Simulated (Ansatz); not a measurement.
**C: a strain scan**

This session takes C and sets out to strain the cell along the Voigt pattern (0, 0, 0, 1, 0, 0).

Program: Ansatz 0.2.0. Level of theory: DFT PBE+D3(BJ), scalar-relativistic, plane waves, PAW. These are calculated values, not measurements.

### 1 The starting structure

The structure is orthorhombic, space group Fmmm (No. 69). The conventional cell has a = 2.456 Å, b = 4.254 Å, c = 6.696 Å, α = 90.00°, β = 90.00°, γ = 90.00°. C (site symmetry m2m) is surrounded by 3 C at 1.42 Å.

As a file:

```
C
1.0
     0.00000    2.12700    3.34800
     1.22800    0.00000    3.34800
     1.22800    2.12700    0.00000
C
2
Direct
  0.16667 0.83333 0.16667
  0.83333 0.16667 0.83333
```

No relaxation comes first: the listed cell is the starting point.

### 2 The reference: the undisturbed cell on the scan's mesh

Input file input.yaml:

```yaml
crystal:
  lattice:
    - [0.0, 2.127, 3.348]
    - [1.228, 0.0, 3.348]
    - [1.228, 2.127, 0.0]
  atoms:
    - { symbol: C, position: [0.16667, 0.83333, 0.16667] }
    - { symbol: C, position: [0.83333, 0.16667, 0.83333] }
basis:
  ecutwfc: 420
kpoints:
  mp_grid: { grid: [14, 14, 14] }
hamiltonian:
  xc: pbe
  dispersion: d3bj
scf:
  occupations: { method: gaussian, width: 0.05 }
output:
  forces: true
  stress: true
  eigenvalues: true
```

Run with:

```bash
$ ansatz run input.yaml --threads 1 --pin off --max-ram 1228MiB --backend cpu --events-out ev --progress --plain --runs-dir out
```

### 3 Setting up a strain scan

The cell is strained by ε times the Voigt pattern (0, 0, 0, 1, 0, 0) (xx, yy, zz, yz, xz, xy; engineering shear), with fractional coordinates fixed (clamped ions). The stress on the pattern is the sum of the stress components weighted by it, tension positive.

### 4 ε = -0.1500

Changes to input.yaml since step 2:

```diff
@@ -2,5 +2,5 @@
   lattice:
-    - [0.0, 2.127, 3.348]
-    - [1.228, 0.0, 3.348]
-    - [1.228, 2.127, 0.0]
+    - [0.0, 1.8759, 3.188475]
+    - [1.228, -0.2511, 3.348]
+    - [1.228, 2.127, -0.159525]
   atoms:
```

### 5 Point ε = 0.1125

Changes to input.yaml since step 4:

```diff
@@ -2,5 +2,5 @@
   lattice:
-    - [0.0, 1.8759, 3.188475]
-    - [1.228, -0.2511, 3.348]
-    - [1.228, 2.127, -0.159525]
+    - [0.0, 2.315325, 3.46764375]
+    - [1.228, 0.188325, 3.348]
+    - [1.228, 2.127, 0.11964375]
   atoms:
```

### 6 At ε = -0.0750

Changes to input.yaml since step 5:

```diff
@@ -2,5 +2,5 @@
   lattice:
-    - [0.0, 2.315325, 3.46764375]
-    - [1.228, 0.188325, 3.348]
-    - [1.228, 2.127, 0.11964375]
+    - [0.0, 2.00145, 3.2682375]
+    - [1.228, -0.12555, 3.348]
+    - [1.228, 2.127, -0.0797625]
   atoms:
```

### 7 At ε = 0.0375

Changes to input.yaml since step 6:

```diff
@@ -2,5 +2,5 @@
   lattice:
-    - [0.0, 2.00145, 3.2682375]
-    - [1.228, -0.12555, 3.348]
-    - [1.228, 2.127, -0.0797625]
+    - [0.0, 2.189775, 3.38788125]
+    - [1.228, 0.062775, 3.348]
+    - [1.228, 2.127, 0.03988125]
   atoms:
```

### 8 ε = 0.1312

Changes to input.yaml since step 7:

```diff
@@ -2,5 +2,5 @@
   lattice:
-    - [0.0, 2.189775, 3.38788125]
-    - [1.228, 0.062775, 3.348]
-    - [1.228, 2.127, 0.03988125]
+    - [0.0, 2.3466288, 3.4875312]
+    - [1.228, 0.2196288, 3.348]
+    - [1.228, 2.127, 0.1395312]
   atoms:
```

### 9 ε = 0.0937

Changes to input.yaml since step 8:

```diff
@@ -2,5 +2,5 @@
   lattice:
-    - [0.0, 2.3466288, 3.4875312]
-    - [1.228, 0.2196288, 3.348]
-    - [1.228, 2.127, 0.1395312]
+    - [0.0, 2.2838538, 3.44764995]
+    - [1.228, 0.1568538, 3.348]
+    - [1.228, 2.127, 0.09964995]
   atoms:
```

### 10 At ε = 0.0562

Changes to input.yaml since step 9:

```diff
@@ -2,5 +2,5 @@
   lattice:
-    - [0.0, 2.2838538, 3.44764995]
-    - [1.228, 0.1568538, 3.348]
-    - [1.228, 2.127, 0.09964995]
+    - [0.0, 2.2210788, 3.4077687]
+    - [1.228, 0.0940788, 3.348]
+    - [1.228, 2.127, 0.0597687]
   atoms:
```

### 11 ε = 0.0187

Changes to input.yaml since step 10:

```diff
@@ -2,5 +2,5 @@
   lattice:
-    - [0.0, 2.2210788, 3.4077687]
-    - [1.228, 0.0940788, 3.348]
-    - [1.228, 2.127, 0.0597687]
+    - [0.0, 2.1583038, 3.36788745]
+    - [1.228, 0.0313038, 3.348]
+    - [1.228, 2.127, 0.01988745]
   atoms:
```

(Steps that only read results are left out.)

Q: Predict the outcome of this session. Wanted: slope of the stress at ε = 0, from the points at -0.0750, 0 and 0.0187.

The runs gave:

| quantity | value |
| --- | --- |
| slope of the stress at ε = 0, from the points at -0.0750, 0 and 0.0187 | -5 GPa |

The slope of the stress at zero strain, -5 GPa, estimates C44 with clamped ions in this Cartesian frame; a negative value means that the cell is unstable against this strain. The step is wide, so higher orders mix in. The reference stands under 3.4 GPa, so this is no zero-stress constant. The undisturbed cell is not the lowest point: the energy is 1.6 meV/atom lower at ε = -0.1500; the cell was taken as given and not relaxed at this level. The gap on the mesh stays between 0.34 and 0.45 eV.
